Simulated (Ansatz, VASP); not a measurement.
GaP in VASP and in Ansatz

Contents of INCAR:

```
SYSTEM = GaP
PREC = Accurate ; ENCUT = 600
EDIFF = 1E-7 ; ISMEAR = 0
SIGMA = 0.02 ; LREAL = .False.
LASPH = .True. ; NELM = 60
ALGO = Normal ; ISIF = 3
LWAVE = .False. ; LCHARG = .False.
GGA = PS ; IBRION = 2
NSW = 100 ; EDIFFG = -0.005
```

Contents of KPOINTS:

```
regular mesh
0
Gamma
  8 8 8
  0 0 0
```

The input POSCAR:

```
GaP
1.0
    0.0000000000      2.7258124945      2.7258124945
    2.7258124945      0.0000000000      2.7258124945
    2.7258124945      2.7258124945      0.0000000000
Ga P
1 1
Direct
    0.0000000000      0.0000000000      0.0000000000
    0.2500000000      0.2500000000      0.2500000000
```

Input for Ansatz:

```yaml
crystal:
  lattice:
    - [0.0, 2.7258124945, 2.7258124945]
    - [2.7258124945, 0.0, 2.7258124945]
    - [2.7258124945, 2.7258124945, 0.0]
  atoms:
    - { symbol: Ga, position: [0.0, 0.0, 0.0] }
    - { symbol: P, position: [0.25, 0.25, 0.25] }
basis:
  ecutwfc: 420
kpoints:
  mp_grid: { grid: [8, 8, 8] }
hamiltonian:
  xc: pbesol
scf:
  occupations: { method: gaussian, width: 0.02 }
output:
  forces: true
  stress: true
  eigenvalues: true
  write_density: true
  write_potential: true
  elf: true
  volumetric_format: npy
relax:
  adjacent_minimum: "off"
  f_tol: 0.005
  max_steps: 80
  cell: { stress_tol: 0.05 }
```

The cell is a database's computed one.

Alike in both runs: task relaxation of cell and atoms; functional PBEsol; k mesh 8 × 8 × 8; occupations gaussian, width 0.02 eV; no spin polarisation.

|  | VASP | Ansatz |
| --- | --- | --- |
| version | VASP 6.6.1 | Ansatz 0.2.0 |
| potentials or method | VASP PAW PBE potentials, release 64 (Ga_d, P) | scalar-relativistic, plane waves, PAW |
| plane-wave cutoff (eV) | 600 | 420 |
| valence electrons in the cell | 18 | 18 |

```tsv
	VASP	Ansatz	Ansatz less VASP
gap on the k mesh at the Fermi level, each at its own relaxed structure (eV)	1.50	1.50	-0.001
relaxed volume (Å³/atom)	20.09	20.11	+0.018
relaxed cell length with the largest relative difference (Å)	3.844	3.846	+0.0012
```

Caveats: the PAW data sets were made with another functional, which shifts forces and pressure a little (VASP). A k mesh can miss the band edges.
